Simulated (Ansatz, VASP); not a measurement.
# Si54SbC53 (Sb_C) in two plane-wave programs, part 3 of 3

Aim: how closely do two programs agree when they are given the same cell, functional and k mesh? Of the first pair: The structure shown is the start of the Ansatz relaxation below; VASP solves that cell, so the two are compared at the walk's first step.

VASP 6.6.1 and Ansatz 0.2.0.

So far. Step 3 (VASP: single point, r2SCAN, start cell, pair 1): The run ends at a pressure of 10.25 GPa, with forces up to 25 eV/Å.

**6. VASP: single point, r2SCAN, relaxed cell, pair 2**

Level of this step: r2SCAN, spin-polarised from a ferromagnetic start; plane waves and PAW (Si, C, Sb) (VASP).

The same cell, functional and mesh now go to VASP, with its own data sets.

INCAR

```
SYSTEM = Si54SbC53
PREC = Accurate
ENCUT = 580
EDIFF = 1E-06
NELM = 200
ISMEAR = 0
SIGMA = 0.01
LREAL = Auto
ALGO = Normal
METAGGA = R2SCAN
LASPH = .TRUE.
NELECT = 434
NBANDS = 292
ISPIN = 2
MAGMOM = 0 0 0.01 0 0.01 0 0 0 0.01 0 0 0 0 0 0 0 0 0 0 0 0.01 0 0 0 0 0 0.02 0 0.01 0 0 0 0.01 0 0 0 0 0 0.01 0 0.01 0 0 0 0.01 0 0.01 0 0 0 0.01 0 0.01 0 0 0.01 0.01 -0 0.01 0 0 0.01 0 0.01 0 0 0 0 0 0 0.01 0.01 0 0 0 0 0 0.01 0.01 0 0.01 0 0 0 0.01 0 0.01 0.01 0 0 0 0.01 0 0 0 0.01 0 0 0 0 0.01 0.01 0 0.01 -0 0.01 0 0.01
LORBIT = 11
LWAVE = .FALSE.
LCHARG = .FALSE.
ISIF = 2
ISYM = 0
NUPDOWN = 2
GGA_COMPAT = .FALSE.
LMIXTAU = .TRUE.
```

POSCAR

```
Si54SbC53
1.0
    9.2359949308     -0.0000000029      0.0000000000
   -4.6179974629      7.9986062407      0.0000000000
    0.0000000000      0.0000000000     15.1078644000
Si C Sb
54 53 1
Direct
    0.1134437681      0.2218561874      0.8335419141
    0.2198527716      0.1100704224      0.3293902101
    0.2229740330      0.1108194482      0.6677509581
[... 1 atom line left out ...]
    0.9996942610      0.0013658525      0.4993896728
[... 2 atom lines left out ...]
    0.2194230413      0.4469768142      0.3297374378
    0.2228621381      0.4450945145      0.6679032581
[... 1 atom line left out ...]
    0.0002154967      0.3352265571      0.4998232947
[... 5 atom lines left out ...]
    0.0008933872      0.6683940057      0.4989519469
[... 1 atom line left out ...]
    0.4447262295      0.2179973734      0.8375858203
    0.5538904002      0.1106075518      0.3295795701
    0.5565169522      0.1109087756      0.6677426293
[... 1 atom line left out ...]
    0.3328372621      0.0003729806      0.4989416929
[... 1 atom line left out ...]
    0.4447664775      0.5571535914      0.8379446010
    0.5550521797      0.4459660331      0.3323626785
    0.5570425180      0.4449734442      0.6976715748
[... 1 atom line left out ...]
    0.2850603401      0.3098435519      0.4898164806
[... 2 atom lines left out ...]
    0.5542743591      0.7817869005      0.3297295454
    0.5565192286      0.7789125181      0.6679753131
[... 1 atom line left out ...]
    0.3330413212      0.6680324837      0.4988618197
[... 5 atom lines left out ...]
    0.6658714196      0.0007861847      0.4998165220
[... 1 atom line left out ...]
    0.7839177661      0.5572293565      0.8376295234
    0.8904495104      0.4471279494      0.3295986021
    0.8909895686      0.4452853976      0.6677189730
[... 1 atom line left out ...]
    0.6889523304      0.3123079404      0.4901719605
[... 2 atom lines left out ...]
    0.8910079540      0.7811956663      0.3294056120
    0.8911099697      0.7788924817      0.6677693537
[... 1 atom line left out ...]
    0.6913901925      0.7163664182      0.4898412887
[... 3 atom lines left out ...]
    0.1128956624      0.2226390102      0.7085860763
[... 1 atom line left out ...]
    0.2168131633      0.1048264449      0.5422799498
[... 5 atom lines left out ...]
    0.2165370838      0.4462457915      0.5423136290
[... 2 atom lines left out ...]
    0.9984175089      0.6683883055      0.3735712349
[... 5 atom lines left out ...]
    0.3325104480      0.0025566495      0.3735483038
    0.4422257804      0.2150175823      0.7142743025
[... 1 atom line left out ...]
    0.5542722936      0.1053812887      0.5421608632
[... 2 atom lines left out ...]
    0.3258535357      0.3321173023      0.3687350758
    0.4423363406      0.5596610261      0.7147000671
[... 3 atom lines left out ...]
    0.3327161839      0.6685589164      0.3733999766
[... 2 atom lines left out ...]
    0.5545983659      0.7843801851      0.5424372305
[... 3 atom lines left out ...]
    0.7791957123      0.2226103407      0.7085058349
[... 4 atom lines left out ...]
    0.6683105372      0.3323283771      0.3690016827
    0.7869944830      0.5597371072      0.7142625821
[... 1 atom line left out ...]
    0.8958880967      0.4469978250      0.5422040934
[... 2 atom lines left out ...]
    0.6690353125      0.6751892581      0.3687344101
    0.7793029161      0.8890635981      0.7085729161
[... 1 atom line left out ...]
    0.8963510201      0.7842795423      0.5423231409
[... 1 atom line left out ...]
    0.5545065327      0.4468071496      0.5444792719
```

KPOINTS

```
Points of the shifted mesh
1
Reciprocal
 0.2500000000  0.2500000000  0.2500000000 1
```

Potentials, in the order of the species: Si, C and Sb (PBE family, release 64).

Launch:

```
> export OMP_NUM_THREADS=3
> mpirun -np 1 vasp_std
```

Numbers of over 12 decimals in the logs are rounded to 6 here.

What it wrote:

```text
[banner, memory and clock lines left out]
running    1 mpi-ranks, on    1 nodes
[...]
Offloading initialized ...    1 GPUs detected
[...]
[... a notice as in an earlier step ...]

 LDA part: xc-table for (None), standard interpolation
 POSCAR, INCAR and KPOINTS ok, starting setup
[...]
entering main loop
       N       E                     dE             d eps       ncg     rms          rms(c)
DAV:   1     0.127546998284E+04    0.12755E+04   -0.21811E+05  1168   0.152E+03
DAV:   2    -0.102977996795E+04   -0.23052E+04   -0.21734E+04  1416   0.258E+02
DAV:   3    -0.119993317496E+04   -0.17015E+03   -0.16814E+03  1440   0.655E+01
DAV:   4    -0.120420123319E+04   -0.42681E+01   -0.42454E+01  1416   0.113E+01
DAV:   5    -0.120435050816E+04   -0.14927E+00   -0.14907E+00  1448   0.198E+00BRMIX: very serious problems
 the old and the new charge density differ
 old charge density:   433.00000 new  434.00000
    0.677E+01
DAV:   6    -0.104195273600E+04    0.16240E+03   -0.24351E+02  1352   0.217E+01    0.386E+01
DAV:   7    -0.104370989065E+04   -0.17572E+01   -0.35269E+01  1440   0.846E+00    0.167E+01
DAV:   8    -0.104417615770E+04   -0.46627E+00   -0.13032E+00  1352   0.211E+00    0.375E+00
DAV:   9    -0.104421595716E+04   -0.39799E-01   -0.15789E-01  1360   0.762E-01    0.103E+00
[...]
DAV:  16    -0.104422220955E+04   -0.36410E-05   -0.23121E-06   896   0.355E-03    0.554E-03
DAV:  17    -0.104422221117E+04   -0.16231E-05   -0.20232E-06   720   0.254E-03    0.328E-03
DAV:  18    -0.104422221146E+04   -0.28738E-06   -0.46018E-07   704   0.136E-03
   1 F= -.10442222E+04 E0= -.10442222E+04  d E =-.967655E-16  mag=     1.9979
```

Parts of OUTCAR (step 6):

```text
  FREE ENERGIE OF THE ION-ELECTRON SYSTEM (eV)
  ---------------------------------------------------
  free  energy   TOTEN  =     -1044.2222114585 eV

  energy  without entropy=    -1044.2222114585  energy(sigma->0) =    -1044.22221146

 magnetization (x)
# of ion       s       p       d       tot
------------------------------------------
    1        0.000   0.003   0.000   0.003
    2        0.002   0.003   0.000   0.005
    3        0.001   0.007   0.000   0.008
    4        0.001   0.004   0.000   0.005
    5        0.001   0.008   0.000   0.008
    6        0.000   0.002   0.000   0.002
    7        0.000   0.002   0.000   0.003
    8        0.001   0.003   0.000   0.004
    9        0.001   0.008   0.000   0.009
   10        0.001   0.006   0.000   0.006
   11        0.000   0.003   0.000   0.004
   12        0.000   0.001   0.000   0.001
   13        0.001   0.001   0.000   0.002
[...]
--------------------------------------------------
tot          0.192   0.282   0.002   0.476
```

The run ends at a pressure of 5.76 GPa, with forces up to 0.11 eV/Å.

**7. Comparison**

Compared:

```tsv
quantity	Ansatz	VASP	difference
total moment, fixed by the input (μB)	2.00	2.00	0.00
```

At this near-relaxed geometry the largest component of a force difference is 94 meV/Å. The cell carries a charge of -1 e against a uniform background, so its pressure also hangs on how the neutralising background is counted, and in a defect's cell a gap may be the spacing between its levels.

**8. Results**

- r.m.s. force difference (single point, r2SCAN, start cell, pair 1): 0.41 % of the r.m.s. force
- difference in total moment, fixed by the input (single point, r2SCAN, relaxed cell, pair 2): 0.0021 μB
- r.m.s. force difference (single point, r2SCAN, relaxed cell, pair 2): 12 meV/Å

**Reading.** The r.m.s. force difference is 12 meV/Å (single point, r2SCAN, relaxed cell, pair 2), at about the 12 meV/Å picked in this series as the mark of a large difference. The data sets hold unlike numbers of valence electrons (444 in Ansatz and 434 in VASP), so part of the differences comes from the potentials. How closely two codes agree says nothing of how well the functional describes the real material.

[Lines on the potential files, build, host, timing and source positions are cut from VASP's logs without a mark.]

[Logs are printed without paths, hosts, clocks, repeated set-up lines and the standing remarks that a program may print on its own settings, such as how far it seeks lower states.]

[Hosts, paths, dates, database ids (printed as entryN), source tags and the programs' standing remarks are cut or masked in the printed files.]
